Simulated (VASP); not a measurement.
Input of a VASP 6.6.1 run:

The input INCAR:

```
SYSTEM = CaB2
  PREC = Accurate
  ENCUT = 520
  EDIFF = 1E-7
  ISMEAR = -1
  SIGMA = 0.05
  LREAL = .False.
  LASPH = .True.
  NELM = 100
  ALGO = Normal
  ISIF = 2
  LWAVE = .False.
  LCHARG = .False.
  GGA = PE
  NBANDS = 15
```

Contents of KPOINTS:

```
Automatic mesh
0
Gamma
  9 9 9
  0 0 0
```

Contents of POSCAR:

```
CaB2
1.0
    1.7314800000      0.9996700000      5.4434900000
   -1.7314800000      0.9996700000      5.4434900000
    0.0000000000     -1.9993400000      5.4434900000
Ca B
1 2
Direct
   -0.0034610000      0.0048220000      0.0024840000
    0.4524600000      0.4395590000      0.4571760000
    0.5528650000      0.5509250000      0.5480090000
```

Potentials or basis: VASP PAW PBE potentials, release 64 (Ca_sv, B).

Launch:

```bash
$ cat potpaw_PBE.64/Ca_sv/POTCAR potpaw_PBE.64/B/POTCAR > POTCAR
$ mpirun -np 1 vasp_std > vasp.out
```

(1) Predict the band gap on the k mesh.

(2) Predict the pressure.

Results:

(1) none (metal or under the smearing width).

(2) -1.0 GPa.
